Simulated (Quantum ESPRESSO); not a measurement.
**Re under changes of volume**

One of the cells (14.811 Å³/atom); the others are scaled copies at fixed shape and fractional positions:

```
CELL_PARAMETERS angstrom
2.76639 0.00000 0.00000
-1.38319 2.39576 0.00000
0.00000 0.00000 8.93885
ATOMIC_POSITIONS crystal
Re 0.66667 0.33333 0.75000
Re 0.00000 0.00000 0.50000
Re 0.33333 0.66667 0.25000
Re 0.00000 0.00000 0.00000
```

- Program: Quantum ESPRESSO 7.5
- Functional: PBE
- Potentials or basis: SSSP 1.3 efficiency PBE
- Cutoff: 748 eV
- Density cutoff: 5987 eV
- k mesh: 11 × 11 × 3
- Occupations: fermi-dirac, width 0.05 eV
- Spin: no spin polarisation

| volume (Å³/atom) | energy over the lowest point (meV/atom) | pressure (GPa) |
| --- | --- | --- |
| 13.922 | 89.30 | 29.7 |
| 14.218 | 42.75 | 19.8 |
| 14.515 | 13.55 | 10.9 |
| 14.811 | 0.00 | 2.9 |
| 15.107 | 0.53 | -4.3 |
| 15.403 | ? | ? |
| 15.699 | 38.28 | -16.6 |

Task: What does the run at 15.403 Å³/atom give?

Result: Energy over the lowest point 13.72 meV/atom; pressure -10.8 GPa.

Worked out: A Birch-Murnaghan fit of order 3 (a polynomial in V^(-2/3)) to the other rows has its minimum at 14.95 Å³/atom with B0 = V·E''(V) = 366 GPa and B' = 4.3 at fixed shape and positions, which overstates the stiffness. It gives 13.71 meV/atom at 15.403 Å³/atom, against the run's 13.72, and -dE/dV = -10.3 GPa, against -10.8.

Energies are extrapolated to zero smearing.
